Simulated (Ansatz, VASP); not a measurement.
One calculation of W, two programs

```xyz
1
Lattice="-1.5823 1.5823 1.5823 1.5823 -1.5823 1.5823 1.5823 1.5823 -1.5823" Properties=species:S:1:pos:R:3 pbc="T T T"
W     0.0000    0.0000    0.0000
```

Alike in both runs: task relaxation of cell and atoms; functional RPBE; k mesh 14 × 14 × 14; occupations fermi-dirac, width 0.1 eV; no spin polarisation.

|  | VASP | Ansatz |
| --- | --- | --- |
| version | VASP 6.6.1 | Ansatz 0.2.0 |
| potentials or method | VASP PAW PBE potentials, release 64 (W_sv) | plane waves (420 eV) with PAW, scalar-relativistic |
| plane-wave cutoff (eV) | 600 | 420 |
| valence electrons in the cell | 14 | 14 |

VASP gave:

| Property | Result |
| --- | --- |
| relaxed volume (Å³/atom) | 16.37 |
| relaxed cell length with the largest relative difference (Å) | 2.771 |
| energy change over the relaxation (meV/atom) | -16 |

Which values does Ansatz return?

Relaxed volume (Å³/atom): 16.35; relaxed cell length with the largest relative difference (Å): 2.769; energy change over the relaxation (meV/atom): -15.

Caveats: the PAW data sets were made with another functional, which shifts forces and pressure a little (VASP). Zero-point motion and thermal expansion aren't in these numbers. The runs have no spin-orbit coupling, so splittings on W are missing.
